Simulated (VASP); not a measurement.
# BAs in VASP: relaxation of cell and atoms with PBE+D4

Aim: the relaxation of cell and atoms of BAs with PBE+D4.

All numbers are computed with VASP 6.6.1; they aren't measurements. Logs are shortened: lines on timing, memory, paths and dates and some standing lists are left out, and cuts for length are marked.

### 1 The structure

The cell holds a sheet with vacuum, 2 atoms: a = 3.380 Å, b = 3.380 Å, c = 16.000 Å, α = 90.00°, β = 90.00°, γ = 120.00°.

The cell was built by a generator and needn't be a form met in nature.

### 2 Relaxation of cell and atoms, PBE+D4

INCAR reads:

```
PREC = Accurate
ENCUT = 600
EDIFF = 1E-6
ISMEAR = 0
SIGMA = 0.03
LREAL = F
LASPH = T
NELM = 120
ALGO = Normal
ISIF = 3
LWAVE = F
LCHARG = F
GGA = PE
IVDW = 13
IBRION = 2
NSW = 60
EDIFFG = -0.005
LATTICE_CONSTRAINTS = .TRUE. .TRUE. .FALSE.
KPAR = 4
```

KPOINTS reads:

```
Automatic mesh
0
Gamma
  12 12 1
```

POSCAR reads:

```
BAs
1.0
    3.3800000000      0.0000000000      0.0000000000
   -1.6900000000      2.9271658600      0.0000000000
    0.0000000000      0.0000000000     16.0000000000
B As
1 1
Direct
    0.3333330000      0.6666670000      0.5000000000
    0.6666670000      0.3333330000      0.5000000000
```

Potentials or basis: VASP PAW PBE potentials, release 64 (B, As).

Launch:

```bash
cat potpaw_PBE.64/B/POTCAR potpaw_PBE.64/As/POTCAR > POTCAR
mpirun -np 4 vasp_std > vasp.out
```

OUTCAR:

```text
PREC = Accurate
   ENCUT = 600
   EDIFF = 1E-6
   ISMEAR = 0
   LREAL = F
   LASPH = T
   NELM = 120
   ISIF = 3
   GGA = PE
   IVDW = 13
   IBRION = 2
   NSW = 60
   EDIFFG = -0.005

 ion  position               nearest neighbor table
   1  0.333  0.667  0.500-   2 1.95   2 1.95   2 1.95
   2  0.667  0.333  0.500-   1 1.95   1 1.95   1 1.95

  LATTYP: Found a hexagonal cell.
 ALAT       =     3.3800000000
 C/A-ratio  =     4.7337278107

  Lattice vectors:

 A1 = (   3.3800000000,   0.0000000000,   0.0000000000)
 A2 = (  -1.6900000000,   2.9271658600,   0.0000000000)
 A3 = (   0.0000000000,   0.0000000000,  16.0000000000)

Analysis of symmetry for initial positions (statically):
=====================================================================
 Subroutine PRICEL returns:
 Original cell was already a primitive cell.

 Routine SETGRP: Setting up the symmetry group for a
 hexagonal supercell.

 Subroutine GETGRP returns: Found 12 space group operations
 (whereof 12 operations were pure point group operations)
 out of a pool of 24 trial point group operations.

The static configuration has the point symmetry D_3h.

Analysis of symmetry for dynamics (positions and initial velocities):
=====================================================================
 Subroutine PRICEL returns:
 Original cell was already a primitive cell.

 Routine SETGRP: Setting up the symmetry group for a
 hexagonal supercell.

 Subroutine GETGRP returns: Found 12 space group operations
 (whereof 12 operations were pure point group operations)
 out of a pool of 24 trial point group operations.

The dynamic configuration has the point symmetry D_3h.

 Subroutine INISYM returns: Found 12 space group operations
 (whereof 12 operations are pure point group operations),
 and found     1 'primitive' translations

----------------------------------------------------------------------------------------

                                     Primitive cell

  volume of cell :     158.3011

  direct lattice vectors                    reciprocal lattice vectors
     3.380000000  0.000000000  0.000000000     0.295857988  0.170813689  0.000000000
    -1.690000000  2.927165860  0.000000000     0.000000000  0.341627379  0.000000000
     0.000000000  0.000000000 16.000000000     0.000000000  0.000000000  0.062500000

  length of vectors
     3.380000000  3.379999996 16.000000000     0.341627378  0.341627379  0.062500000

  position of ions in fractional coordinates (direct lattice)
     0.333333000  0.666667000  0.500000000
     0.666667000  0.333333000  0.500000000

  ion indices of the primitive-cell ions
   primitive index   ion index
                 1           1
                 2           2

----------------------------------------------------------------------------------------

 KPOINTS: Automatic mesh

Automatic generation of k-mesh.
 Grid dimensions read from file:
 generate k-points for:   12   12    1

 Generating k-lattice:

  Cartesian coordinates                     Fractional coordinates (reciprocal lattice)
     0.024654832  0.014234474  0.000000000     0.083333333  0.000000000  0.000000000
     0.000000000  0.028468948  0.000000000     0.000000000  0.083333333  0.000000000
     0.000000000  0.000000000  0.062500000     0.000000000  0.000000000  1.000000000

  Length of vectors
     0.028468948  0.028468948  0.062500000

  Shift w.r.t. Gamma in fractional coordinates (k-lattice)
     0.000000000  0.000000000  0.000000000

 Subroutine IBZKPT returns following result:
 ===========================================

 Found     19 irreducible k-points:

 Following reciprocal coordinates:
            Coordinates               Weight
  0.000000  0.000000  0.000000      1.000000
  0.083333  0.000000  0.000000      6.000000
  0.166667  0.000000  0.000000      6.000000
  0.250000  0.000000  0.000000      6.000000
  0.333333  0.000000  0.000000      6.000000
  0.416667 -0.000000  0.000000      6.000000
[... 11 lines left out ...]
  0.333333  0.250000  0.000000     12.000000
  0.333333  0.333333  0.000000      2.000000
   k-points           NKPTS =     19   k-points in BZ     NKDIM =     19   number of bands    NBANDS=      8
   number of dos      NEDOS =    301   number of ions     NIONS =      2
   total plane-waves  NPLWV = 100352
   dimension x,y,z NGX =    28 NGY =   28 NGZ =  128
   dimension x,y,z NGXF=    56 NGYF=   56 NGZF=  256
   ions per type =               1   1
   NGX,Y,Z   is equivalent  to a cutoff of  13.77, 13.77, 13.30 a.u.
   NGXF,Y,Z  is equivalent  to a cutoff of  27.54, 27.54, 26.60 a.u.
 SYSTEM =  unknown system
   PREC   = accura    normal or accurate (medium, high low for compatibility)
   ISTART =      0    job   : 0-new  1-cont  2-samecut
   ICHARG =      2    charge: 1-file 2-atom 10-const
   ISPIN  =      1    spin polarized calculation?
   LNONCOLLINEAR =      F non collinear calculations
   LSORBIT =      F    spin-orbit coupling
   LASPH  =      T    aspherical Exc in radial PAW
   ENCUT  =  600.0 eV  44.10 Ry    6.64 a.u.   6.75  6.75 31.96*2*pi/ulx,y,z
   NELM   =    120;   NELMIN=  2; NELMDL= -5     # of ELM steps
   EDIFF  = 0.1E-05   stopping-criterion for ELM
   LREAL  =      F    real-space projection
   EDIFFG = -.5E-02   stopping-criterion for IOM
   NSW    =     60    number of steps for IOM
   IBRION =      2    ionic relax: 0-MD 1-quasi-New 2-CG
   NFREE  =      1    steps in history (QN), initial steepest desc. (CG)
   ISIF   =      3    stress and relaxation
   ISYM   =      2    0-nonsym 1-usesym 2-fastsym
   POTIM  = 0.5000    time-step for ionic-motion
   TEBEG  =    0.0;   TEEND  =   0.0 temperature during run
   PSTRESS=    0.0 pullay stress
   NELECT =       8.0000    total number of electrons
   NUPDOWN=      -1.0000    fix difference up-down
   EMIN   =  10.00;   EMAX   =-10.00  energy-range for DOS
   EFERMI =   0.00;   METHOD = LEGACY
   ISMEAR =     0;   SIGMA  =   0.03  broadening in eV -4-tet -1-fermi 0-gaus
   EFERMI_NEDOS =   21; number of points for ismear=-14 and -15
   IALGO  =     38    algorithm
   IMIX   =      4    mixing-type and parameters
     AMIX     =   0.40;   BMIX     =  1.00
     AMIX_MAG =   1.60;   BMIX_MAG =  1.00
  volume/ion in A,a.u.               =      79.15       534.13
  Fermi-wavevector in a.u.,A,eV,Ry     =   0.605262  1.143780  4.984389  0.366342
  Thomas-Fermi vector in A             =   1.658921
   LORBIT       =      0    0 simple, 1 ext, 2 COOP (PROOUT), +10 PAW based schemes
   GGA     = PE    functional components
   LHFCALC =     F    Hartree Fock is set to
   AEXX    =    0.0000 exact exchange contribution
   IVDW    =    13    specifies the selected vdW correction
   LEPSILON=     F    determine dielectric tensor
   LRPA    =     F    only Hartree local field effects (RPA)
 conjugate gradient relaxation of ions
 non-spin polarized calculation
 Gauss-broadening in eV      SIGMA  =   0.03
  energy-cutoff  :      600.00
  volume of cell :      158.30
 maximum number of plane-waves:      5302
 NGX is ok and might be reduce to    28
   NGX = 13   NGY = 13   NGZ = 63

--------------------------------------- Ionic step        1  -------------------------------------------

 number of electron       8.0000000 magnetization

 Free energy of the ion-electron system (eV)
  ---------------------------------------------------
  ext. energy  EPLUGINS =         0.00000000
  ---------------------------------------------------
  free energy    TOTEN  =       -10.64331045 eV

  energy without entropy =      -10.64331045  energy(sigma->0) =      -10.64331045

------------------------ aborting loop because EDIFF is reached ----------------------------------------

  DFT-D4 for vdW energy calculation

  Edisp (eV):   -0.32130

  FORCE on cell =-STRESS in cart. coord.  units (eV):
  Direction    XX          YY          ZZ          XY          YZ          ZX
  --------------------------------------------------------------------------------------
  -------------------------------------------------------------------------------------
  Total      -0.04419    -0.04419    -0.00615     0.00000    -0.00000     0.00000
  in kB      -0.44728    -0.44728    -0.06229     0.00000    -0.00000     0.00000
  external pressure =       -0.32 kB  Pullay stress =        0.00 kB

 VOLUME and BASIS-vectors are now :
 -----------------------------------------------------------------------------
  energy-cutoff  :      600.00
  volume of cell :      158.30
      direct lattice vectors                 reciprocal lattice vectors
     3.380000000  0.000000000  0.000000000     0.295857988  0.170813689  0.000000000
    -1.690000000  2.927165860  0.000000000     0.000000000  0.341627379  0.000000000
     0.000000000  0.000000000 16.000000000     0.000000000  0.000000000  0.062500000
[... 41 lines left out ...]
 POSITION                                       TOTAL-FORCE (eV/Angst)
 -----------------------------------------------------------------------------------
     -0.00000      1.94936      8.00000         0.000000     -0.000000      0.000000
      1.68820      0.97468      8.00000         0.000000      0.000000      0.000000
 -----------------------------------------------------------------------------------
    total drift:                               -0.000128      0.000074      0.000000

  FREE ENERGIE OF THE ION-ELECTRON SYSTEM (eV)
  ---------------------------------------------------
  free  energy   TOTEN  =       -10.9645880648 eV

  energy  without entropy=      -10.9645880648  energy(sigma->0) =      -10.96458806

--------------------------------------- Ionic step        3  -------------------------------------------

 number of electron       8.0000000 magnetization

 Free energy of the ion-electron system (eV)
  ---------------------------------------------------
  ext. energy  EPLUGINS =         0.00000000
  ---------------------------------------------------
  free energy    TOTEN  =       -10.64299907 eV

  energy without entropy =      -10.64299907  energy(sigma->0) =      -10.64299907

 E-fermi :  -2.8729     XC(G=0):  -2.7094

 val. band max:       -3.0526859662   @ k =   0.3333   0.3333   0.0000
 cond. band min:      -2.3074268477   @ k =   0.3333   0.3333   0.0000
 fundamental gap:      0.7452591186
 Fermi energy:        -2.8729199338

 k-point     1 :       0.0000    0.0000    0.0000
  band No.  band energies     occupation
      1     -16.8948      2.00000
      2      -6.9978      2.00000
      3      -4.5782      2.00000
      4      -4.5781      2.00000
      5       0.5443      0.00000
      6       0.8009      0.00000
      7       1.6578      0.00000
      8       1.7767      0.00000

 k-point     2 :       0.0833    0.0000    0.0000
  band No.  band energies     occupation
      1     -16.7983      2.00000
      2      -6.8886      2.00000
      3      -5.2128      2.00000
      4      -4.7895      2.00000
      5       0.6690      0.00000
      6       0.9369      0.00000
      7       1.7745      0.00000
      8       2.0485      0.00000
[... 211 lines left out ...]
 POSITION                                       TOTAL-FORCE (eV/Angst)
 -----------------------------------------------------------------------------------
     -0.00000      1.95054      8.00000         0.000000      0.000000      0.000000
      1.68922      0.97527      8.00000        -0.000000      0.000000      0.000000
 -----------------------------------------------------------------------------------
    total drift:                               -0.000128      0.000074      0.000000

  FREE ENERGIE OF THE ION-ELECTRON SYSTEM (eV)
  ---------------------------------------------------
  free  energy   TOTEN  =       -10.9646267190 eV

  energy  without entropy=      -10.9646267190  energy(sigma->0) =      -10.96462672

 reached required accuracy - stopping structural energy minimisation
```

Run time: 30 s. Hardware: 4 MPI ranks of Intel Xeon Platinum 8559C (Emerald Rapids), shared host; peak memory 0.33 GiB.

What came out:

```yaml
Free_energy: -10.9646 eV
Relaxed_volume: 79.08 Å³/atom
Relaxed_cell: a = 3.378 Å, b = 3.378 Å, c = 16.000 Å, α = 90.00°, β = 90.00°, γ = 120.00°
Space_group_after_relaxing_to_0.05_Å: P-6m2 (No. 187)
Energy_gained_by_relaxing: 0.0 meV/atom
Ionic_steps: 3
Band_gap_on_the_k_mesh: 0.75 eV, direct
Dispersion_energy_per_atom: -0.161 eV
```

Final structure:
```
B As
1.0
     3.37844    0.00000    0.00000
    -1.68922    2.92581    0.00000
     0.00000    0.00000   16.00000
B As
1 1
Direct
  0.33333 0.66667 0.50000
  0.66667 0.33333 0.50000
```
